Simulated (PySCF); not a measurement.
## [C6H5O]-: core ionisation energies

Species: C₆H₅O (charge -1).
SMILES with atom numbers: `[O-:1][c:2]1[cH:3][cH:4][cH:5][cH:6][cH:7]1`

Geometry (GFN2-xTB, Å), atoms numbered from 1 in this order:
```xyz
12
C6H5O angstrom
O     -1.8346   -1.9821    0.0696
C     -0.9781   -1.0569    0.0362
C     -1.3320    0.3310    0.0251
C     -0.3929    1.3311   -0.0123
C      0.9667    1.0444   -0.0405
C      1.3570   -0.2895   -0.0307
C      0.4326   -1.3031    0.0055
H     -2.3885    0.5805    0.0481
H     -0.7150    2.3721   -0.0193
H      1.7039    1.8404   -0.0686
H      2.4195   -0.5310   -0.0524
H      0.7626   -2.3377    0.0132
```

The calculation used delta-SCF UKS SCAN, pcX-2 on the ionised atom, pcseg-1 elsewhere, spin-free X2C (PySCF). These are vertical core ionisation energies against the vacuum level, from separate self-consistent calculations with and without the core hole.

Task: List the computed XPS lines with their assignment.

Result: 
| atom(s) | bonded to | level | binding energy (eV) | above the level's lowest (eV) | count |
| --- | --- | --- | --- | --- | --- |
| O1 | C | O 1s | 530.01 | 0.00 | 1 |
| C2 | O and 2 C (aromatic in the SMILES) | C 1s | 286.24 | +1.89 | 1 |
| C3/C7 | 2 C (aromatic in the SMILES) and H | C 1s | 284.35 | 0.00 | 2 |
| C4/C6 | 2 C (aromatic in the SMILES) and H | C 1s | 285.28 | +0.93 | 2 |
| C5 | 2 C (aromatic in the SMILES) and H | C 1s | 284.66 | +0.31 | 1 |

Lowest listed C 1s: C3/C7, bonded to 2 C (aromatic in the SMILES) and H. Highest, 1.89 eV above it: C2, bonded to O and 2 C (aromatic in the SMILES). Summing the Pauling electronegativity differences to the bonded atoms, each weighted by its formal bond order, gives -0.35 for the lowest site and +0.89 for the highest; no listed site has a larger sum than the highest.

Task: Which effective nuclear charge Zeff reproduces each element's mean 1s value in the hydrogen-like formula E = 13.606 eV × Zeff²?

Result: C (Z = 6): mean 285.0 eV, Zeff = 4.58, Z − Zeff = 1.42; O (Z = 8): mean 530.0 eV, Zeff = 6.24, Z − Zeff = 1.76. Means run over the listed sites, weighted by atom count.

Atoms equivalent by their bonding share one computed value, that of the first of them. Spin contamination (⟨S²⟩ against 0.75 for a pure doublet) is marked for C 1s of C2 (0.93) and C 1s of C4/C6 (0.91), which makes these values less certain. The species carries charge -1, so core ionisation leaves a neutral species. The basis sets have no added diffuse functions. Geometry: GFN2-xTB; no solvent, vibrations or thermal averaging.
